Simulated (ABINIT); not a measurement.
## BeTe (F-43m): G0W0 in ABINIT against the wavefunction cutoff in GW

Aim: move the wavefunction cutoff in GW of a G0W0 run on BeTe (F-43m) over a wide range.

Calculated with ABINIT 10.8.3; LDA and many-body steps on it, plane waves.

This is a report of a sequence of runs, with most program output left out.

The database entry behind the starting cell differs from later determinations by our own check (an axis about 1.5 % short against later determinations), so it need not match the best structure at ambient conditions.

## (1) Set-up

It takes space group F-43m (No. 216, cubic). The conventional cell has a = 5.540 Å, b = 5.540 Å, c = 5.540 Å, α = 90.00°, β = 90.00°, γ = 90.00°. Nearest to Be lie 4 Te at 2.40 Å. Nearest to Te lie 4 Be at 2.40 Å. Farther neighbours and most contacts between anions are not listed.

The cell and positions come from the Crystallography Open Database and are kept as given unless a step says otherwise. Spin-orbit coupling is left out unless a step names it.

## (2) Screening, 4×4×4 mesh, 27 bands, screening to 106.1 eV

This step: ABINIT 10.8.3; RPA screening on LDA, plane waves, norm-conserving pseudopotentials.

The RPA dielectric matrix is built and inverted for each q.

Contents of run.abi:

```
acell 3*1.0 Angstrom
rprim 
  0.000000000000 2.770000000000 2.770000000000
  2.770000000000 0.000000000000 2.770000000000
  2.770000000000 2.770000000000 -0.000000000000
ntypat 2
znucl 4 52
natom 2
typat 1 2
xred 
  0.000000000000 0.000000000000 0.000000000000
  0.250000000000 0.250000000000 0.250000000000
pp_dirpath "pseudos"
pseudos "Be.upf, Te.upf"
ecut 38
ngkpt 4 4 4
nshiftk 1
shiftk 0 0 0
kptopt 1
chksymbreak 0
istwfk *1
occopt 1
irdwfk 1
optdriver 3
nband 27
ecuteps 3.9
inclvkb 2
awtr 1
symchi 1
ecutwfn 11.4
indata_prefix "in"
outdata_prefix "out"
tmpdata_prefix "tmp"
```

Command:

```bash
OMP_NUM_THREADS=1 mpirun -n 4 abinit run.abi > log
```

It took 2.6 s on 4 MPI ranks of Arm Neoverse V2, shared host; peak memory 0.07 GiB; 9.9 s of CPU time.

This step gave:

```
ε∞ with local fields, on this mesh, along the program's q direction : 9.301
the same without local fields                                       : 10.60
plasma frequency                                                    : 24.94 eV
plane waves in the screening matrix                                 : 113
```

Local fields lower ε∞ by 12 %. On a Γ-centred mesh this coarse the value itself is usually too large, while a short band sum pulls it down.

## (3) 11.4 Ha

This step: G0W0 on LDA, plane waves, norm-conserving pseudopotentials.

Edit run.abi of step 2 so:

```diff
@@ -23,8 +23,17 @@
 irdwfk 1
-optdriver 3
+optdriver 4
 nband 27
+gwcalctyp 0
+ecutsigx 11.4
+symsigma 1
+nkptgw 2
+kptgw 
+  0.0000000000 0.0000000000 0.0000000000
+  0.5000000000 0.5000000000 0.0000000000
+bdgw 
+  8 13
+  9 12
 ecuteps 3.9
-inclvkb 2
-awtr 1
-symchi 1
+irdscr 1
+ppmodel 1
 ecutwfn 11.4
```

The job ended after 2 s (4 MPI ranks; peak memory 0.08 GiB; 7.6 s of CPU time).

This step gave:

```
G0W0 gap on the points computed              : 3.035 eV
starting gap on the mesh                     : 1.775 eV
k of the valence top                         : 0, 0, 0
k of the conduction bottom                   : 0.5, 0.5, 0
Z at the valence top                         : 0.81
Z at the conduction bottom                   : 0.82
least direct G0W0 gap on the computed points : 5.224 eV
```

## (4) Screening, 4×4×4 mesh, 27 bands, screening to 106.1 eV

This step: RPA screening on LDA, plane waves, norm-conserving pseudopotentials.

Edit run.abi of step 3 so:

```diff
@@ -23,18 +23,9 @@
 irdwfk 1
-optdriver 4
+optdriver 3
 nband 27
-gwcalctyp 0
-ecutsigx 11.4
-symsigma 1
-nkptgw 2
-kptgw 
-  0.0000000000 0.0000000000 0.0000000000
-  0.5000000000 0.5000000000 0.0000000000
-bdgw 
-  8 13
-  9 12
 ecuteps 3.9
-irdscr 1
-ppmodel 1
-ecutwfn 11.4
+inclvkb 2
+awtr 1
+symchi 1
+ecutwfn 19
 indata_prefix "in"
```

Elapsed: 3.4 s, on 4 MPI ranks; peak memory 0.36 GiB.

Numbers from this step:

```
ε∞ with local fields, on this mesh, along the program's q direction : 9.300
the same without local fields                                       : 10.60
plasma frequency                                                    : 25.43 eV
plane waves in the screening matrix                                 : 113
```

## (5) 19 Ha

The self-energy is evaluated for the states that the input lists, and the levels follow from it, in one-shot runs by the linearised quasiparticle equation.

This step: G0W0 on LDA, plane waves, norm-conserving pseudopotentials.

Edit run.abi of step 4 so:

```diff
@@ -23,8 +23,17 @@
 irdwfk 1
-optdriver 3
+optdriver 4
 nband 27
+gwcalctyp 0
+ecutsigx 19
+symsigma 1
+nkptgw 2
+kptgw 
+  0.0000000000 0.0000000000 0.0000000000
+  0.5000000000 0.5000000000 0.0000000000
+bdgw 
+  8 13
+  9 12
 ecuteps 3.9
-inclvkb 2
-awtr 1
-symchi 1
+irdscr 1
+ppmodel 1
 ecutwfn 19
```

The job ended after 2.1 s (4 MPI ranks; peak memory 0.1 GiB; 8.1 s of CPU time).

This step gave:

```yaml
g0w0_gap_on_the_points_computed: 3.046 eV
starting_gap_on_the_mesh: 1.775 eV
k_of_the_valence_top: 0, 0, 0
k_of_the_conduction_bottom: 0.5, 0.5, 0
z_at_the_valence_top: 0.811
z_at_the_conduction_bottom: 0.82
least_direct_g0w0_gap_on_the_computed_points: 5.234 eV
```

The gap on the mesh goes from 1.77 eV to 3.05 eV, a correction of +1.27 eV.

## (6) Screening, 4×4×4 mesh, 27 bands, screening to 106.1 eV

This step: RPA screening on LDA, plane waves, norm-conserving pseudopotentials.

Edit run.abi of step 5 so:

```diff
@@ -23,18 +23,9 @@
 irdwfk 1
-optdriver 4
+optdriver 3
 nband 27
-gwcalctyp 0
-ecutsigx 19
-symsigma 1
-nkptgw 2
-kptgw 
-  0.0000000000 0.0000000000 0.0000000000
-  0.5000000000 0.5000000000 0.0000000000
-bdgw 
-  8 13
-  9 12
 ecuteps 3.9
-irdscr 1
-ppmodel 1
-ecutwfn 19
+inclvkb 2
+awtr 1
+symchi 1
+ecutwfn 28.5
 indata_prefix "in"
```

Elapsed: 3.5 s, on 4 MPI ranks; peak memory 0.39 GiB; 14 s of CPU time.

Numbers from this step:

* ε∞ with local fields, on this mesh, along the program's q direction: 9.273
* the same without local fields: 10.57
* plasma frequency: 25.47 eV
* plane waves in the screening matrix: 113

## (7) 28.5 Ha

This step: G0W0 on LDA, plane waves, norm-conserving pseudopotentials.

Edit run.abi of step 6 so:

```diff
@@ -23,8 +23,17 @@
 irdwfk 1
-optdriver 3
+optdriver 4
 nband 27
+gwcalctyp 0
+ecutsigx 28.5
+symsigma 1
+nkptgw 2
+kptgw 
+  0.0000000000 0.0000000000 0.0000000000
+  0.5000000000 0.5000000000 0.0000000000
+bdgw 
+  8 13
+  9 12
 ecuteps 3.9
-inclvkb 2
-awtr 1
-symchi 1
+irdscr 1
+ppmodel 1
 ecutwfn 28.5
```

It took 2.2 s on 4 MPI ranks; peak memory 0.12 GiB; 8.6 s of CPU time.

Numbers from this step:

```yaml
g0w0_gap_on_the_points_computed: 3.029 eV
starting_gap_on_the_mesh: 1.775 eV
k_of_the_valence_top: 0, 0, 0
k_of_the_conduction_bottom: 0.5, 0.5, 0
least_direct_g0w0_gap_on_the_computed_points: 5.216 eV
```

Against the run before, the gap moves by −0.017 eV.

## (8) Screening, 4×4×4 mesh, 27 bands, screening to 106.1 eV

This step: RPA screening on LDA, plane waves, norm-conserving pseudopotentials.

Edit run.abi of step 7 so:

```diff
@@ -23,18 +23,8 @@
 irdwfk 1
-optdriver 4
+optdriver 3
 nband 27
-gwcalctyp 0
-ecutsigx 28.5
-symsigma 1
-nkptgw 2
-kptgw 
-  0.0000000000 0.0000000000 0.0000000000
-  0.5000000000 0.5000000000 0.0000000000
-bdgw 
-  8 13
-  9 12
 ecuteps 3.9
-irdscr 1
-ppmodel 1
-ecutwfn 28.5
+inclvkb 2
+awtr 1
+symchi 1
 indata_prefix "in"
```

Run time: 4.2 s. Hardware: 4 MPI ranks; peak memory 0.47 GiB.

This step gave:

```
ε∞ with local fields, on this mesh, along the program's q direction : 9.272
the same without local fields                                       : 10.56
plasma frequency                                                    : 25.47 eV
plane waves in the screening matrix                                 : 113
```

## (9) 38 Ha

This step: G0W0 on LDA, plane waves, norm-conserving pseudopotentials.

Edit run.abi of step 8 so:

```diff
@@ -23,8 +23,17 @@
 irdwfk 1
-optdriver 3
+optdriver 4
 nband 27
+gwcalctyp 0
+ecutsigx 38
+symsigma 1
+nkptgw 2
+kptgw 
+  0.0000000000 0.0000000000 0.0000000000
+  0.5000000000 0.5000000000 0.0000000000
+bdgw 
+  8 13
+  9 12
 ecuteps 3.9
-inclvkb 2
-awtr 1
-symchi 1
+irdscr 1
+ppmodel 1
 indata_prefix "in"
```

Run time: 2.7 s. Hardware: 4 MPI ranks; peak memory 0.17 GiB; 10 s of CPU time.

Numbers from this step:

| Item | Value |
| --- | --- |
| G0W0 gap on the points computed | 3.026 eV |
| starting gap on the mesh | 1.775 eV |
| k of the valence top | 0, 0, 0 |
| k of the conduction bottom | 0.5, 0.5, 0 |
| least direct G0W0 gap on the computed points | 5.211 eV |

Against the run before, the gap moves by −0.003 eV.

## (10) Side by side

Times are wall times on 4 MPI ranks of Arm Neoverse V2, shared host, good to a factor of about two. A run's time includes the screening step that it read.

```
    run   mesh  bands  screening cutoff (eV)  DFT gap (eV)  gap on the mesh (eV)  direct (eV)  ε∞ used   time
11.4 Ha  4×4×4     27                  106.1         1.775                 3.035        5.224     9.30  4.6 s
  19 Ha  4×4×4     27                  106.1         1.775                 3.046        5.234     9.30  5.5 s
28.5 Ha  4×4×4     27                  106.1         1.775                 3.029        5.216     9.27  5.8 s
  38 Ha  4×4×4     27                  106.1         1.775                 3.026        5.211     9.27  6.9 s
```

## (11) Outcome

* 11.4 Ha: 3.035 eV
* 19 Ha: 3.046 eV
* 28.5 Ha: 3.029 eV
* 38 Ha: 3.026 eV
* known limits: not at the basis limit; exchange with frozen shells missing; no spin-orbit coupling; coarse k mesh

What this shows: The setting moved: wavefunction cutoff in GW. From 11.4 Ha to 38 Ha the gap moves by −0.01 eV. It holds to 0.03 eV from 11.4 Ha on. Bands and screening cutoff are coupled, so a series along one setting does not show full convergence. The exchange cutoff follows the wavefunction cutoff here. Bands and cutoff are finite, so the gap is not at the basis limit. The miss can reach some tenths of an eV and take either sign; the mesh is an error of its own. In the G0W0 runs levels were corrected at 2 k points alone, so a gap called «on the mesh» is the least over those, and an edge elsewhere would be missed. The 4×4×4 mesh is coarse for this cell, which bears on the long-range parts of exchange and screening. The norm-conserving file of at least one element keeps a d shell over frozen s and p shells of the same row. Exchange with those shells is missing from the self-energy, an error of 0.3 to 0.9 eV in cases checked, whose sign depends on which edge lies on those atoms. The many-body steps are scalar-relativistic: spin-orbit coupling is not in them.

[Paths, hosts, dates, memory and timing lines, banners, echoed tables and standing remarks are left out of the program output.]

[Logs are printed without paths, hosts, clocks, repeated set-up lines and the standing remarks that a program may print on its own settings, such as how far it seeks lower states.]

[Runs of the session that timed out or met a known fault of the program may be left out.]

[Hosts, paths, dates, database ids (printed as entryN), source tags and the programs' standing remarks are cut or masked in the printed files.]

[G0W0 gaps are taken among the corrected bands and points alone; a level outside them can change the order at an edge.]

[Where Ansatz stands beside ABINIT at settings called matched, ABINIT's density can come from a denser mesh and the files from another edition; pairs whose starting gaps differed by over 0.03 eV were left out, so agreement reads better than it is.]
